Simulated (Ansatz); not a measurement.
# C: what symmetry allows forces and stress to be

```
CELL_PARAMETERS angstrom
0.00000 2.12700 3.34800
1.22800 0.00000 3.34800
1.22800 2.12700 0.00000
ATOMIC_POSITIONS crystal
C 0.16667 0.83333 0.16667
C 0.86693 0.20027 0.79973
```

All numbers below come from DFT PBE, scalar-relativistic, plane waves, PAW in Ansatz 0.2.0.

Settings: cutoff 420 eV, Γ-centred mesh 14×14×14 on the computed 2-atom cell, Gaussian smearing of 0.02 eV; no spin polarisation.

This distorted cell has space group C2/m, with 4 operations.

Problem. Without a calculation: in which directions can each atom feel a force?

Solution. A force must be left unchanged by every operation that keeps its atom in place, so it lies in the space that those operations leave fixed. Atoms that the group maps onto each other feel forces of one size.
```tsv
atom	site symmetry	operations at the site	equivalent to atom	allowed force (Cartesian)
C1	m	2	1	in the plane normal to (1.00, 0.00, 0.00)
C2	m	2	1	in the plane normal to (1.00, 0.00, 0.00)
```

That leaves 2 independent force components of 6. A relaxation in this cell that keeps the symmetry moves the atoms in these directions alone.

Problem. And the stress tensor?

Solution. It must be invariant under the point group, which leaves 4 independent components: xz, xy vanish.

Problem. Do the computed values obey this?

Solution. Yes. Forces (eV/Å):
```
C1   0.000  0.037  3.756
C2   0.000 -0.037 -3.756
```

Stress (GPa, compression positive, xx yy zz yz xz xy): 4.56 4.34 -4.27 0.32 0.00 0.00. The program imposes the same operations on density, forces and stress, so this confirms the analysis and is no independent test of the calculation.

The cell holds layers, and where no dispersion correction was added their binding is poorly described. The smearing is narrow for a metal on this mesh.

This form isn't the element's structure at ambient conditions. The bands only touch here, so at this level the crystal is a zero-gap semiconductor or semimetal, not an ordinary metal.